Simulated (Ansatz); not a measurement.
# TePb: the cost of one run

Method: DFT HSE06, scalar-relativistic, plane waves, PAW, in Ansatz 0.2.0.

1 further run of the same task is left out (set aside as unsound or not needed).

**1. The structure to begin with**

The structure is cubic, space group Fm-3m (No. 225). The conventional cell has a = 6.519 Å, b = 6.519 Å, c = 6.519 Å, α = 90.00°, β = 90.00°, γ = 90.00°. Te (site symmetry m-3m) is surrounded by 6 Pb at 3.26 Å. Pb (site symmetry m-3m) is surrounded by 6 Te at 3.26 Å.

Coordinates:

```
Te Pb
1.0
     0.00000    3.25972    3.25972
     3.25972    0.00000    3.25972
     3.25972    3.25972    0.00000
Te Pb
1 1
Direct
  0.50000 0.50000 0.50000
  0.00000 0.00000 0.00000
```

It is the result of an earlier relaxation at this level (volume 34.64 Å³/atom; gap on the mesh: 1.18 eV).

**2. Volume × 0.97**

The input, input.yaml:

```yaml
crystal:
  lattice:
    - [0.0, 3.2267914505, 3.2267914505]
    - [3.2267914505, 0.0, 3.2267914505]
    - [3.2267914505, 3.2267914505, 0.0]
  atoms:
    - { symbol: Te, position: [0.5, 0.5, 0.5] }
    - { symbol: Pb, position: [0.0, 0.0, 0.0] }
basis:
  ecutwfc: 420
kpoints:
  mp_grid: { grid: [4, 4, 4] }
hamiltonian:
  xc: hse06
scf:
  occupations: { method: gaussian, width: 0.02 }
output:
  forces: true
  stress: true
  eigenvalues: true
```

Started as:

```bash
$ ansatz run input.yaml --threads 4 --pin off --max-ram 10240MiB --backend cpu --events-out ev --progress --plain --runs-dir out
```

Q: Estimate wall time and peak memory on 4 threads of Intel Xeon at 2.50GHz (Skylake/Cascade Lake), shared host.

About 23 s, with a peak of 0.93 GiB.
